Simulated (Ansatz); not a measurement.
# CO2: field gradients as cell or settings change, part 2 of 2

More tests of how the quadrupolar parameters of CO2 respond to changes of cell, atoms or settings. The cell is a computed entry of the Materials Project. Its positions were relaxed in an earlier run. Planned: atom 11 (O) moved by 0.15 Å; atom 7 (O) moved by 0.15 Å.

Ansatz 0.2.0; DFT, r2SCAN, plane-wave PAW, default files, scalar-relativistic. Earlier steps stand in the parts before.

### Step 3. Atom 7 (O) moved by 0.15 Å

Input file input.yaml:

```yaml
crystal:
  lattice:
    - [4.78454533, 0.0, 0.0]
    - [0.0, 6.31553964, 0.0]
    - [0.0, 0.0, 5.67889084]
  atoms:
    - { symbol: C, position: [0.5, 0.8537385453, 0.75] }
    - { symbol: C, position: [0.0, 0.3537385453, 0.75] }
    - { symbol: C, position: [0.0, 0.6462614547, 0.25] }
    - { symbol: C, position: [0.5, 0.1462614547, 0.25] }
    - { symbol: O, position: [0.701416957, 0.1455655134, 0.1362541725] }
    - { symbol: O, position: [0.298583043, 0.1455655134, 0.3637458275] }
    - { symbol: O, position: [0.781465429, 0.6395486087, 0.1573498412] }
    - { symbol: O, position: [0.201416957, 0.3544344866, 0.8637458275] }
    - { symbol: O, position: [0.201416957, 0.6455655134, 0.3637458275] }
    - { symbol: O, position: [0.798583043, 0.3544344866, 0.6362541725] }
    - { symbol: O, position: [0.701416957, 0.8544344866, 0.6362541725] }
    - { symbol: O, position: [0.298583043, 0.8544344866, 0.8637458275] }
kpoints:
  mp_grid: { grid: [5, 4, 4] }
scf:
  occupations: { method: fermi_dirac, width: 0.02 }
hamiltonian:
  xc: r2scan
  pseudopotentials: { kind: paw }
output:
  forces: true
  stress: true
  populations: true
  efg: { quadrupole_moments_barn: { O: -0.02558 }, contact_densities: true }
```

Command:

```sh
ansatz run input.yaml --threads 1 --pin off --max-ram 3072MiB --backend cpu --events-out ev --progress --plain --runs-dir out
```

What it wrote:

```text
Warning: RAYON_NUM_THREADS=1 ignored (pool sized by the plan → 1); use --threads N
Engine: ansatz 0.2.0, aarch64-unknown-linux-gnu
Pseudopotentials: kind: paw
Pseudopotential: C, paw, valence charge 4, recommended cutoff 500 eV (meta_gga), C.paw.azcp
Pseudopotential: O, paw, valence charge 6, recommended cutoff 500 eV (meta_gga), O.paw.azcp
Functional definition: r2SCAN
  parameter k0 = 0.174
  parameter k1 = 0.065
  parameter a1 = 4.9479
  exchange = r2scan_x(k0 = k0, k1 = k1, a1 = a1)
  correlation = r2scan_c
Crystal: 12 atoms, lattice volume = 171.599 Å³
Basis set: ecut = 500 eV, 4427 PW (Γ), exchange–correlation on 144×192×180 points (64 copies of the dense FFT grid, shifted against one another)
Bands: 44, of which v1, the nominal top of the filled ones, is band 32 counted from 1 (31 counted from 0)
Symmetry: 1 space group operations
Space group: P1 (ITA 1), of the structure as read, at distance tolerance 5.6e-5 Å
k-points: 42 of 80 (time reversal used)
Non-local potential: C, projectors of the file, l = 0: 2, l = 1: 2, l = 2: 1
Non-local potential: O, projectors of the file, l = 0: 2, l = 1: 2, l = 2: 1
PAW form: soft (Blöchl's): semilocal exchange-correlation on the pseudo side does not see the compensation charge
PAW frozen core: C, regenerated for the run's functional (the file was generated under x = pbe(κ = 0.804, μ = 0.2195149727645171), c = pbe(β = 0.06672455060314922))
PAW frozen core: O, regenerated for the run's functional (the file was generated under x = pbe(κ = 0.804, μ = 0.2195149727645171), c = pbe(β = 0.06672455060314922))
PAW one-centre angular grid: C, 302 points (default); XC on 239 of its mesh's 2573 points in the sphere
PAW one-centre angular grid: O, 302 points (default); XC on 160 Gauss nodes
Initial density: superposition of atomic densities (neutral atoms: chi_scale 0, normalization atom), corrected by the library's trained network
Initial wavefunctions: pseudopotential atomic-orbital guess
Functional: x = r2scan, c = r2scan; τ floored in thin density (d = 2e-4 eV/Å³)
SCF iter   1: F=—  HF=-5550.663414 eV  |F-HF|=—  |Δ(HF+E_count)|=         —  Δρ=1.03e-2  dr2=1.62e-1  dr2_τ=2.02e0  ethr=1.77e-3  ⟨swp⟩=6.4  Hψ=8207  notcnv=0  defer=3
preconditioner: auto → Resta (q_TF=auto, 2.315 Å⁻¹)  ε∞=2.7  [insulator: Δε(μ)=7.298 eV  Ē_g=17.231 eV  σ=0.020 eV  W_gap=1.00  n_scr=34 (ndim 8)  ℏωp=22.7 eV  f_vac=0.170  D(μ)=0.00/eV (n_scr^D=0)  ε∞_Penn≈2.7]
SCF iter   2: F=—  HF=-5550.719223 eV  |F-HF|=—  |Δ(HF+E_count)|=   5.58e-2  Δρ=4.92e-3  dr2=1.48e-2  dr2_τ=7.37e-3  ethr=2.53e-4  ⟨swp⟩=2.0  Hψ=3702  notcnv=0  defer=162
SCF iter   3: F=—  HF=-5550.712296 eV  |F-HF|=—  |Δ(HF+E_count)|=   6.93e-3  Δρ=1.73e-3  dr2=2.65e-3  dr2_τ=4.25e-4  ethr=2.31e-5  ⟨swp⟩=2.5  Hψ=3227  notcnv=0  defer=162
SCF iter   4: F=—  HF=-5550.711105 eV  |F-HF|=—  |Δ(HF+E_count)|=   1.19e-3  Δρ=3.79e-4  dr2=1.22e-4  dr2_τ=1.57e-5  ethr=4.14e-6  ⟨swp⟩=2.3  Hψ=3014  notcnv=0  defer=162
SCF iter   5: F=—  HF=-5550.711154 eV  |F-HF|=—  |Δ(HF+E_count)|=   4.89e-5  Δρ=8.64e-5  dr2=1.17e-5  dr2_τ=1.88e-6  ethr=1.91e-7  ⟨swp⟩=2.6  Hψ=3079  notcnv=0  defer=162
SCF iter   6: F=—  HF=-5550.711241 eV  |F-HF|=—  |Δ(HF+E_count)|=   8.72e-5  Δρ=5.92e-5  dr2=5.24e-6  dr2_τ=6.82e-7  ethr=1.82e-8  ⟨swp⟩=2.0  Hψ=2984  notcnv=0  defer=162
SCF iter   7: F=—  HF=-5550.711241 eV  |F-HF|=—  |Δ(HF+E_count)|=   4.43e-7  Δρ=1.13e-5  dr2=2.06e-7  dr2_τ=2.54e-8  ethr=8.19e-9  ⟨swp⟩=2.6  Hψ=2974  notcnv=0  defer=162
SCF iter   8: F=-5550.711241 eV  HF=-5550.711241 eV  |F-HF|=2.49e-10  |Δ(HF+E_count)|=   2.04e-7  Δρ=4.58e-6  dr2=2.96e-8  dr2_τ=3.17e-9  ethr=1.56e-10  ⟨swp⟩=10.2  Hψ=7966  notcnv=0
SCF 1 converged in 8 iterations: F = -5550.711241 eV  dr2 = 2.96e-8
SCF converged after 8 iterations
Free energy (F): -5550.711241 eV
Harris-Foulkes:  -5550.711241 eV  (|F-HF|=2.49e-10)
Internal energy: -5550.711241 eV  (E = F + TS)
E sigma→0 (E₀):  -5550.711241 eV
Fermi energy:    1.381202 eV
--- Per-component energies (eV) ---
  E_band       = -637.612575
  E_kinetic    = 1748.186092
  E_local      = -4751.523946  (includes V_loc(G=0)·N_el)
  E_nonlocal   = 494.543130
  E_hartree    = 1605.206713
  E_xc         = -757.679836
  E_vxc        = -1089.586537  (∫ρ·V_xc dr)
  E_paw        = -1685.136975  (= ΣΔE_a)
  E_vpaw       = -325.115776  (= ΣTr[D̂ρ^β])
  E_aug_tail   = 0.008087  (compensation charges beyond the density's cutoff)
  E_vtau       = 75.460872  (kinetic-family band-sum trace: ∫τ·v_τ [+ j·A + Jᵃ·Aᵃ] dr)
  E_ewald      = -2203.959883
  E_core_change = -0.354622  (= ΣΔE_core)
  E_smearing   = -0.000000  (= −TS)
  E_closure    = 0.000000  (closes the sum)
  Σ components = -5550.711241   (vs F -5550.711241, Δ=0.00e0)
--- Forces (eV/Å), atoms counted from 1 ---
  atom   1  C      0.03482096    -0.01000373    -0.01102022
  atom   2  C     -0.04601817    -0.01274283    -0.02757160
  atom   3  C     -1.31769313    -0.28921038     0.40585238
  atom   4  C      0.01743678     0.00789366    -0.00467752
  atom   5  O     -0.00159240    -0.01942990    -0.00552134
  atom   6  O     -0.00838965    -0.00121618     0.00742584
  atom   7  O      1.13060036     0.17067149    -0.07932094
  atom   8  O      0.01994010     0.02316396     0.03414820
  atom   9  O      0.20611759     0.12388218    -0.38935889
  atom  10  O      0.01051632     0.00096218     0.01407799
  atom  11  O     -0.00318667     0.00847747     0.04153786
  atom  12  O     -0.04253615    -0.00247080     0.01443838
  max |Σ_I F_I| component: 2.29e-5 eV/Å
--- Stress (GPa, compression-positive) ---
       -0.369784      -0.032386      -0.345915
       -0.032386       0.286557       0.026908
       -0.345916       0.026908       0.235725
  P = ⅓ Tr σ = 0.0508 GPa (0.508 kbar)
--- PAW observables at the nuclei: V_zz in 10²¹ V/m², potentials from the cell's mean, atoms counted from 1 ---
  atom   1  C  V_zz =    -3.571999   η = 0.0068   by run symmetry: allowed
            electrostatic potential = -404.121055 V   contact ρ = 867.043424 e/Å³
  atom   2  C  V_zz =    -3.573768   η = 0.0066   by run symmetry: allowed
            electrostatic potential = -404.127599 V   contact ρ = 867.049457 e/Å³
  atom   3  C  V_zz =    -3.548984   η = 0.0107   by run symmetry: allowed
            electrostatic potential = -404.081791 V   contact ρ = 866.999347 e/Å³
  atom   4  C  V_zz =    -3.576014   η = 0.0046   by run symmetry: allowed
            electrostatic potential = -404.142080 V   contact ρ = 867.046069 e/Å³
  atom   5  O  V_zz =    +7.331483   η = 0.0279   by run symmetry: allowed   C_q = -4.5347 MHz
            electrostatic potential = -613.891147 V   contact ρ = 2154.402468 e/Å³
  atom   6  O  V_zz =    +7.320021   η = 0.0320   by run symmetry: allowed   C_q = -4.5276 MHz
            electrostatic potential = -613.886817 V   contact ρ = 2154.402087 e/Å³
  atom   7  O  V_zz =    +8.137736   η = 0.0392   by run symmetry: allowed   C_q = -5.0334 MHz
            electrostatic potential = -613.901747 V   contact ρ = 2154.640048 e/Å³
  atom   8  O  V_zz =    +7.306828   η = 0.0368   by run symmetry: allowed   C_q = -4.5194 MHz
            electrostatic potential = -613.864678 V   contact ρ = 2154.414520 e/Å³
  atom   9  O  V_zz =    +7.394639   η = 0.0670   by run symmetry: allowed   C_q = -4.5737 MHz
            electrostatic potential = -613.858260 V   contact ρ = 2154.485675 e/Å³
  atom  10  O  V_zz =    +7.291939   η = 0.0366   by run symmetry: allowed   C_q = -4.5102 MHz
            electrostatic potential = -613.876586 V   contact ρ = 2154.443822 e/Å³
  atom  11  O  V_zz =    +7.291635   η = 0.0304   by run symmetry: allowed   C_q = -4.5100 MHz
            electrostatic potential = -613.872799 V   contact ρ = 2154.442966 e/Å³
  atom  12  O  V_zz =    +7.361210   η = 0.0355   by run symmetry: allowed   C_q = -4.5531 MHz
            electrostatic potential = -613.861796 V   contact ρ = 2154.372568 e/Å³
--- Band table (eV; the first three rows and the last of 42) ---
  k-point 0: bands = ["-24.1606", "-23.9685", "-23.9237", "-23.8660", "-22.9410", "-22.8994", "-22.8791", "-22.7638", "-8.1384", "-8.1178", "-7.9188", "-7.8585", "-7.3900", "-6.9225", "-6.7327", "-6.6970", "-6.6776", "-6.5629", "-6.3650", "-6.2867", "-6.0927", "-5.9965", "-5.8885", "-5.7031", "-3.2273", "-3.1429", "-3.0591", "-3.0159", "-2.6075", "-2.5188", "-2.3372", "-2.2682", "4.9948", "6.2745", "6.4214", "6.6208", "6.7749", "6.8617", "7.0044", "7.0741", "7.5325", "8.9066", "9.1046", "9.3834"]
  k-point 1: bands = ["-24.1242", "-23.9680", "-23.9398", "-23.8934", "-22.9363", "-22.8965", "-22.8803", "-22.7640", "-8.1460", "-8.0818", "-7.9598", "-7.9358", "-7.2108", "-7.1521", "-6.9942", "-6.6349", "-6.4792", "-6.3855", "-6.2316", "-6.1758", "-6.0947", "-6.0050", "-5.9229", "-5.9105", "-3.1380", "-3.1115", "-3.0771", "-3.0144", "-2.6912", "-2.6082", "-2.3205", "-2.2608", "5.3750", "6.3945", "6.4785", "6.5343", "6.5756", "6.6108", "7.2449", "7.3902", "7.4521", "8.2357", "8.9412", "9.2951"]
  k-point 2: bands = ["-24.0502", "-24.0090", "-23.9674", "-23.9053", "-22.9319", "-22.8927", "-22.8826", "-22.7643", "-8.0889", "-8.0767", "-8.0203", "-8.0064", "-7.2712", "-7.2592", "-6.7079", "-6.6648", "-6.3521", "-6.3332", "-6.3070", "-6.2597", "-6.0351", "-6.0113", "-5.9571", "-5.9360", "-3.1361", "-3.0961", "-2.9331", "-2.8977", "-2.8548", "-2.7953", "-2.3013", "-2.2595", "6.0560", "6.3883", "6.4566", "6.4929", "6.6153", "6.6947", "6.9965", "7.1959", "7.5744", "7.5837", "8.9823", "9.1981"]
  k-point 41: bands = ["-24.0423", "-23.9996", "-23.9295", "-23.8829", "-22.9376", "-22.9253", "-22.9054", "-22.7977", "-8.0541", "-7.9317", "-7.8465", "-7.8240", "-7.1934", "-7.1306", "-6.9155", "-6.7783", "-6.6955", "-6.5109", "-6.4609", "-6.3598", "-6.2321", "-6.0918", "-5.9641", "-5.9572", "-2.8664", "-2.8304", "-2.7224", "-2.6762", "-2.6311", "-2.5768", "-2.5333", "-2.4633", "6.0336", "6.4109", "6.4560", "6.6050", "6.7957", "6.8869", "6.9679", "7.0828", "7.2946", "8.1811", "9.0147", "9.2274"]
--- Löwdin populations: 12 sites ---
  site symbol       q [e]
     0      C      3.1869
     1      C      3.1880
     2      C      3.1937
     3      C      3.1866
     4      O      6.2934
     5      O      6.2937
     6      O      6.2971
     7      O      6.2935
     8      O      6.2866
     9      O      6.2915
    10      O      6.2918
    11      O      6.2945
  spilling = 0.014105 (of n_electrons = 64.000000)
```

Run time: 74 s. Hardware: 1 thread of Arm Neoverse V2, shared host; peak memory 0.74 GiB.

The run ends with gap on the mesh 7.25 eV, largest force 1.409 eV/Å, pressure 0.1 GPa.

Against step 1 (V_zz in 10²¹ V/m²):

```
site  atoms  V_zz, r2SCAN relaxed  V_zz, moved  η, r2SCAN relaxed  η, moved
   C   1, 2                 -3.58        -3.57               0.01      0.01
   C      3                 -3.58        -3.55               0.01      0.01
   C      4                 -3.58        -3.58               0.01      0.00
   O      5                  7.32         7.33               0.03      0.03
   O      6                  7.32         7.32               0.03      0.03
   O      7                  7.32         8.14               0.03      0.04
   O      8                  7.32         7.31               0.03      0.04
   O      9                  7.32         7.39               0.03      0.07
   O     10                  7.32         7.29               0.03      0.04
   O     11                  7.32         7.29               0.03      0.03
   O     12                  7.32         7.36               0.03      0.04
```

The sizes of the gradients above 0.15 moved by 0.4 % in the median, 11 % at the site that moves most (small gradients counted from 0.15; O, 7.32 to 8.14).

### Step 4. Spectra that follow from step 3

These are for the changed cell of step 3 (atom 7 (O) moved by 0.15 Å, ions not relaxed; gap on the mesh 7.25 eV, largest force 1.409 eV/Å, pressure 0.1 GPa).

¹⁷O (I = 5/2, Q = -25.58 mb) at 9.40 T, Larmor frequency 54.3 MHz. Second-order quadrupolar shifts of the central transition; chemical shifts are not computed, so all sites share one zero.

```
site  count  C_Q (MHz)     η  ν_Q (MHz)  δ_QIS (ppm)
  O5      1      -4.53  0.03      0.680        -41.9
  O6      1      -4.53  0.03      0.679        -41.8
  O7      1      -5.03  0.04      0.755        -51.6
  O8      1      -4.52  0.04      0.678        -41.6
  O9      1      -4.57  0.07      0.686        -42.7
 O10      1      -4.51  0.04      0.677        -41.4
 O11      1      -4.51  0.03      0.677        -41.4
 O12      1      -4.55  0.04      0.683        -42.2
```

¹⁷O central transition, static powder:

(kHz, intensity): (-10.5, 0), (-9.8, 4), (-9.1, 14), (-8.4, 15), (-7.6, 91), (-6.9, 100), (-6.2, 66), (-5.4, 54), (-4.7, 48), (-4.0, 45), (-3.3, 42), (-2.5, 41), (-1.8, 40), (-1.1, 39), (-0.3, 38), (0.4, 32), (1.1, 33), (1.9, 37), (2.6, 43), (3.3, 57), (4.0, 91), (4.8, 21), (5.5, 5), (6.2, 0)

### Step 5. Summary of results

This closing draws on all 2 parts.

| quantity | value |
| --- | --- |
| state (step 1) | gap on the mesh 7.36 eV, largest force 0.008 eV/Å, pressure 0.4 GPa |
| V_zz by site, step 1 (10²¹ V/m²) | C -3.58, O 7.32 |
| largest C_Q in size, step 1 | 4.53 MHz, ¹⁷O at O |
| step 2 (atom 11 (O) moved by 0.15 Å) against step 1 | 0.2 % in the median, 77 % at the site that moves most (small gradients counted from 0.15; O, 7.32 to -1.67), with a change of sign at O |
| step 3 (atom 7 (O) moved by 0.15 Å) against step 1 | 0.4 % in the median, 11 % at the site that moves most (small gradients counted from 0.15; O, 7.32 to 8.14) |

**Reading.** Site O (1 C at 1.16 Å) carries the largest gradient. Against step 1, step 2 (atom 11 (O) moved by 0.15 Å) moves the gradients by up to 77 % in size at the worst site (0.2 % in the median). Against step 1, step 3 (atom 7 (O) moved by 0.15 Å) moves the gradients by up to 11 % at the worst site (0.4 % in the median). For step 3: at 9.40 T the ¹⁷O line of the largest coupling listed spans about 6.1 kHz under magic-angle spinning and 15 kHz static, from the quadrupolar part alone (no shift anisotropy).

The gaps are Kohn-Sham values of a semilocal functional, not quasiparticle or optical gaps. Such gaps usually fall short of the measured ones.
